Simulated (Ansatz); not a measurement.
Question: Name a neutral molecule of C, O with HOMO energy (B3LYP/def2-TZVPP) between -8.30 and -8.00 eV and size of the dipole moment (PBE/def2-TZVPP) between 0.00 and 0.30 D (Ansatz, PBE0-D4/def2-TZVP geometry).

Answer: `O=C=C=C=O` (-8.19 eV, 0.00 D). Other molecules can fit too; these were computed, each in one conformer that needn't be the lowest.

B3LYP here is the variant with VWN-RPA as its local correlation; programs differ in this.
